## Question

A density-functional calculation gives the vibrations of tantalum in the face-centred cubic (fcc) structure, with one atom per primitive cell. Five of its rows stand below under letters, without their row numbers.

Harmonic phonons of fcc Ta (one atom per cell, unrelaxed, nearest neighbours at 2.984 Å), GPAW 26.7.0, vdW-DF2, PAW, 0.16 Å real-space grid, no spin polarisation. Forces are from a 2×2×2 supercell with a 4×4×4 k mesh, 0.03 Å displacements and 0.05 eV Fermi-Dirac smearing. Phonon q row 1 is Γ, rows 2, 3, 5 and 8 are L, and rows 4, 6 and 7 are X. Candidates: 14, 19, 4, 17, 7.

```csv
row,phonon q row (row),phonon frequency (cm⁻¹)
A,2,43.90
B,3,43.90
C,6,109.40
D,5,43.90
E,7,88.00
```

The full list has three modes for each wave vector, in order of rising frequency. The column "phonon frequency" is in cm$^{-1}$, and "phonon q row" numbers the wave vectors. The candidates have these places in the list:

- Rows 4 and 7 are the lowest modes at two L points.
- Row 14 is the second mode at a third L point.
- Row 17 is the second mode at an X point.
- Row 19 is the lowest mode at another X point.

At L, neighbouring close-packed (111) planes move in opposite directions. At X, neighbouring (100) planes do so. All L points are equivalent by symmetry, and so are all X points.

(a) Assign the letters from the frequencies alone, as far as that is possible.

(b) At X, does the longitudinal mode lie above or below the transverse ones?

(c) Finish the assignment with the column "phonon q row".

(d) What does the answer to (b) say about the forces between the atoms?

## Model answer

**(a)** Rows 4 and 7 are both the lowest mode at equivalent points, so their frequencies must agree. Only 43.90 occurs more than once among the five values. These two rows are therefore found among A, B and D.

The third value of 43.90 belongs to row 14. Each L point has one longitudinal mode, in which the planes move towards and away from each other, and two transverse modes, in which they slide. The threefold axis along the wave vector makes the two sliding modes equal. Sliding is also the softer motion, because the bonds between close-packed planes stand steeply and are stretched little by it. The equal pair thus takes the first and second places, and row 14 has the same frequency as rows 4 and 7.

The values 88.00 and 109.40 are left for the two X rows. A second mode cannot lie below the first mode of an equivalent point. Hence E is row 19 and C is row 17. The order of A, B and D remains open: six arrangements fit equally well, and no argument from frequency can choose between them.

**(b)** Symmetry demands an equal transverse pair at X too, this time because of a fourfold axis. If that pair were the lowest, the first and second modes would have the same frequency, and C and E would agree. They differ, so the single mode is the lowest and the pair lies above it. The single mode is the longitudinal one.

**(c)** Wave vector $n$ owns the rows $3n-2$ to $3n$. The column "phonon q row" reads 2 for A, 3 for B and 5 for D, which makes them rows 4, 7 and 14. This step is book-keeping and uses no physics.

The rows with their labels:

```csv
row,phonon q row (row),phonon frequency (cm⁻¹)
1,1,0.00
2,1,0.00
3,1,0.00
4,2,43.90
5,2,43.90
6,2,179.50
7,3,43.90
8,3,43.90
9,3,179.50
10,4,88.00
11,4,109.40
12,4,109.40
13,5,43.90
14,5,43.90
15,5,179.50
16,6,88.00
17,6,109.40
18,6,109.40
19,7,88.00
20,7,109.40
21,7,109.40
22,8,43.90
23,8,43.90
24,8,179.50
```

The labelled table confirms the assignment: A is row 4, B is row 7, C is row 17, D is row 14 and E is row 19. It also shows the transverse pair at X, at 109.40, above the single mode at 88.00. Its many repeated values are symmetry copies and add no independent evidence.

**(d)** The simplest picture joins each atom to its twelve nearest neighbours by springs of stiffness $K$. Neighbours that move with the atom exert no force on it. A neighbour in an opposing plane moves the other way, so the relative displacement is twice that of the atom. With the atomic mass $M$ and the angular frequency $\omega$, this gives

$$M\omega^2 = 2K\sum \cos^2\theta ,$$

where the sum runs over the bonds to opposing planes and $\theta$ is the angle between a bond and the direction of motion.

At L, six bonds lead to opposing planes, and $\cos^2\theta$ is 2/3 for motion along the plane normal. The longitudinal stiffness is $2K \times 6 \times 2/3 = 8K$. For each bond, the squared cosines along three perpendicular directions add up to one. The six bonds therefore leave a sum of 2 for the two sliding directions, or 1 for each, and the transverse stiffness is $2K$.

At X, eight bonds lead to opposing planes, and $\cos^2\theta$ along the normal is 1/2. The same count gives $8K$ for the longitudinal mode and $4K$ for each transverse one. Springs thus put the longitudinal mode on top at both points, as is well known for simple fcc metals such as copper and aluminium. In fcc tantalum the order at X is reversed.

A worked estimate shows how far the picture carries. Let the longitudinal mode at L, at 179.50, fix $K$; this row is then no test. The sliding mode at L should lie at $179.50 \times \sqrt{2/8}$, or about 90, but the calculation gives 43.90. The longitudinal mode at X should again lie at 179.50, and it comes out at 88.00.

Springs therefore explain why sliding at L is soft, but not how soft it is. They also make the longitudinal mode at X twice too high. The transverse modes at X fare better: the estimate is $179.50/\sqrt{2}$, about 127, which is 16 % above the calculated value.

A more general pair force also resists sideways displacement of the two atoms, with a stiffness $T$. The part of the force that is equal in all directions drops out of the difference between longitudinal and transverse modes. What remains of $M\omega^2$ is $6(K-T)$ at L and $4(K-T)$ at X. Second neighbours change neither difference: at X they move with the atom, and at L their cubic arrangement resists all directions equally.

Both differences thus measure the same quantity, $K-T$, and must have the same sign. The table makes it positive at L and negative at X. Pair forces that end at the second neighbours are therefore ruled out for these frequencies, whatever their strengths. The forces must reach farther, or they must depend on more than the positions of two atoms at a time.

Theory offers a reason for each. Tantalum has a partly filled d shell, and d orbitals point in definite directions. The energy then depends on the angles between bonds as well as on their lengths, which no pair force can express. Besides, the conduction electrons rearrange when an atom moves, and in a metal this response carries forces over several shells of neighbours. The frequencies do not show which of the two matters more. Each of them is a sum over all shells of neighbours, and the few values at L and X are not enough to take that sum apart.

## Remarks on the reasoning

The assignment of row 14 leans on the softness of sliding, and part (d) shows that springs can fail. A second argument supports it. If row 14 had another frequency, one of the X rows would have to be at 43.90, equal to an L mode to the last printed digit without any symmetry to enforce it.

The answer to (b) is the most instructive step, because it needs no force model. Two unequal numbers and one symmetry rule fix the order of the modes. A candidate who starts from the spring model would predict equal frequencies for C and E and would see the contradiction at once.

The size of the softening deserves more caution than the order of the modes at L. A small error in the forces shifts $\omega^2$, and the same shift moves the mode at 43.90 about four times as far as the one at 179.50. The k mesh, the real-space grid and the displacement were not varied, so the value of the soft mode is provisional. The reversed order at X rests on a gap of about 21 cm$^{-1}$, which has not been tested in this way either. The functional is a further source of doubt: vdW-DF2 is known to overestimate the lattice constants of many transition metals. The volume here was given and not relaxed, so the crystal may be under stress in this calculation, and other functionals could shift the frequencies.

No frequency in the table is imaginary, but this does not make fcc tantalum stable. The ground state is body-centred cubic, and the fcc form is known from theory to give way under a tetragonal shear. That weakness appears in long waves, which lie between the points calculated here. Tantalum is used in barrier layers around copper interconnects, but those films are not fcc, so these frequencies do not describe them.

The output printed below compares the spring models with the L and X rows through ratios and differences, without a least-squares fit. For other fcc crystals with one atom per cell, the bond count in (d) gives the first guess. A longitudinal mode below the transverse pair at X, together with the usual order at L, is the sign that short pair forces are not enough.

The analysis program printed:

```
rows of the whole table that share the soft L frequency (count): 8
rows that share the transverse X frequency (count): 6
rows that share the longitudinal X frequency (count): 3
orders of the three equal shown values left open by frequency alone: 6
transverse minus longitudinal frequency at X (cm^-1): 21.4
frequency ratio longitudinal to transverse at L: 4.089
stiffness ratio longitudinal to transverse at L: 16.72
same stiffness ratio at L for nearest-neighbour springs: 4
stiffness ratio longitudinal to transverse at X: 0.647
same stiffness ratio at X for nearest-neighbour springs: 2
summed squared frequencies, L over X: 1.139
same ratio for any forces between first neighbours only: 0.75
second spring over first spring needed by the L splitting: -0.4046
second spring over first spring needed by the summed squares: 0.5183
first-shell radial minus sideways stiffness over mass, from L (cm^-2): 5049
first-shell radial minus sideways stiffness over mass, from X (cm^-2): -1056
third-shell over first-shell difference needed to remove the contradiction: 0.5652
shift of the soft L mode over shift of the hard L mode for one small equal error in squared frequency: 4.089
```
